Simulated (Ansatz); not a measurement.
GeTe:
```cif
data_GeTe
_chemical_formula_sum 'Ge1 Te1'
_space_group_name_H-M_alt 'P 1'
_space_group_IT_number 1
_cell_length_a 4.24341
_cell_length_b 4.24341
_cell_length_c 4.24341
_cell_angle_alpha 58.740
_cell_angle_beta 58.740
_cell_angle_gamma 58.740
loop_
_space_group_symop_operation_xyz
  'x, y, z'
loop_
_atom_site_label
_atom_site_type_symbol
_atom_site_fract_x
_atom_site_fract_y
_atom_site_fract_z
_atom_site_occupancy
Ge1 Ge 0.23762 0.23762 0.23762 1
Te1 Te 0.76238 0.76238 0.76238 1
```

Relaxed with PBEsol. PBEsol in the plane-wave PAW code Ansatz gives a gap of 0.40 eV.

Task: What gap does HSE06 give on the same cell (Ansatz, PAW)?

Result: 0.65 eV, 0.24 eV more. The hybrid was solved on a coarser mesh and at special points; its gap is the smallest among all of these.

```csv
k,v1 PBEsol,c1 PBEsol,v1 HSE06,c1 HSE06
Γ,-1.77,3.03,[?],[?]
T,-0.29,0.54,-0.14,0.78
L,-0.13,0.40,-0.12,0.65
F,-3.69,2.11,[?],[?]
S0,-2.71,3.30,[?],[?]
H0,-0.56,1.13,[?],[?]
```

Task: Top valence (v1) and lowest conduction level (c1) in eV from each method's valence maximum (which need not be a listed point): supply the withheld HSE06 values.

Result: 
- H0, v1 HSE06: -0.72
- H0, c1 HSE06: 1.48
- S0, v1 HSE06: -3.04
- S0, c1 HSE06: 3.80
- Γ, v1 HSE06: -2.10
- Γ, c1 HSE06: 3.55
- F, v1 HSE06: -4.22
- F, c1 HSE06: 2.48

Cost on shared cores: the PBEsol run (SCF on a 8×8×8 mesh, then bands and DOS) about 40 core-seconds (a rough figure), the HSE06 run (SCF on 6×6×6, then a few points) about 3 core-minutes (a rough figure); the tasks are unlike.

Space group R3m. The cell was relaxed with PBEsol under the symmetry of its start. Scalar-relativistic: spin–orbit coupling is off unless named, which matters more the heavier the elements.

Potentials: the later of the program's two PAW sets.
